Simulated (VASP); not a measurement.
**ZrC: optical spectrum with PBEsol**

The system is ZrC.

```xyz
2
Lattice="0.0000 2.3650 2.3650 2.3650 0.0000 2.3650 2.3650 2.3650 0.0000" Properties=species:S:1:pos:R:3 pbc="T T T"
Zr    2.3650    2.3650    2.3650
C     0.0000    0.0000    0.0000
```

```json
{
 "Program": "VASP 6.6.1",
 "Task": "optical spectrum",
 "Functional": "PBEsol",
 "Potentials or basis": "VASP PAW PBE potentials, release 64 (Zr_sv, C)",
 "Cutoff": "520 eV",
 "k mesh": "10 × 10 × 10",
 "Occupations": "gaussian, width 0.02 eV",
 "Spin": "no spin polarisation",
 "Further INCAR settings": "ALGO = Normal; EDIFF = 1e-07; NBANDS = 32"
}
```

```
Pressure               : -8.2 GPa
Band gap on the k mesh : none (metal or under the smearing width)
```

Levels at points of the mesh, in eV from the Fermi level:
```tsv
k point	band 6	band 7	band 8	band 9	band 10	band 11
(0.00, 0.00, 0.00)	0.95	0.95	0.95	1.05	1.05	1.05
(0.50, 0.00, 0.00)	-5.26	-2.87	-2.87	4.40	4.40	5.22
(0.50, 0.50, 0.00)	-2.09	-1.75	0.05	0.05	4.37	5.55
```

Dielectric function (mean over the directions given):
```tsv
energy (eV)	real part	imaginary part
0.27	59.98	0.00
0.77	25.57	27.48
1.26	-5.69	0.00
1.75	13.22	6.68
2.25	1.18	20.58
2.79	2.39	0.01
3.29	2.50	34.67
3.78	1.04	6.36
4.27	3.04	13.30
4.82	0.51	10.09
5.31	-0.09	27.11
5.81	2.94	4.88
6.30	-1.27	6.72
6.79	-1.22	3.01
7.34	0.88	3.49
7.83	-4.03	8.99
8.33	-2.13	5.50
8.82	-1.40	3.58
9.37	-1.79	7.39
9.86	-0.25	2.16
10.35	-2.55	4.91
10.85	-2.01	1.66
11.39	-2.47	0.22
11.89	-2.11	1.49
12.38	-0.85	1.15
12.87	-1.02	2.32
13.37	-0.93	1.45
13.91	-1.01	0.82
14.41	0.11	1.31
14.90	0.01	0.71
15.39	0.41	1.54
15.94	-0.69	2.48
16.43	-0.77	2.62
16.93	-0.40	1.03
17.42	-0.63	0.67
17.97	-0.29	1.06
18.46	-0.35	0.26
18.95	-0.15	0.41
19.45	0.04	0.45
19.99	0.16	0.22
```

It took 42 s on 1 thread of Intel(R) Xeon(R) Platinum 8375C CPU @ 2.90GHz (Ice Lake) (shared host), peak memory 0.2 GiB.

Caveat: spectra need much finer meshes, so this one isn't converged; independent-particle spectra lack excitons; the intraband (Drude) part of a metal's response may be missing; the PAW data sets were made with another functional, which shifts forces and pressure a little.
